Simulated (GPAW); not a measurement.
# LiF: single point with PBE

Crystal: LiF.

```
CELL_PARAMETERS angstrom
2.55953 0.00000 0.00000
0.00000 2.55953 0.00000
0.00000 0.00000 2.55953
ATOMIC_POSITIONS crystal
F 0.50000 0.50000 0.50000
Li 0.00000 0.00000 0.00000
```

Measurements of this composition are mostly on another form, of space group No. 225.

| Item | Value |
| --- | --- |
| Program | GPAW 26.7.0 |
| Task | single point |
| Functional | PBE |
| Potentials or basis | GPAW PAW data sets (gpaw-data 1.2.1) |
| Cutoff | 800 eV |
| Basis | pw |
| k mesh | 10 × 10 × 10 |
| Occupations | fermi-dirac, width 0.05 eV |
| Spin | no spin polarisation |
| Maxiter | 150 |

The pressure is -1.2 GPa. The band gap on the k mesh is 7.47 eV, indirect (least direct gap 8.14 eV).

Levels at points of the mesh, in eV from the valence-band top:
| k point | band 1 | band 2 | band 3 | band 4 | band 5 | band 6 | band 7 |
| --- | --- | --- | --- | --- | --- | --- | --- |
| (0.00, 0.00, 0.00) | -20.83 | -0.67 | -0.67 | -0.67 | 7.47 | 19.00 | 19.00 |
| (0.50, 0.00, 0.00) | -20.35 | -3.68 | -0.27 | -0.27 | 9.11 | 14.00 | 20.38 |
| (0.50, 0.50, 0.00) | -19.83 | -3.24 | -3.24 | 0.00 | 13.35 | 13.66 | 13.66 |
| (0.50, 0.50, 0.50) | -19.40 | -2.24 | -2.24 | -2.24 | 11.11 | 11.11 | 11.11 |

It took 12 s on 1 thread of Arm Neoverse V1, on a shared host, peak memory 0.14 GiB.

 As with any semilocal functional, this PBE gap is likely too small.
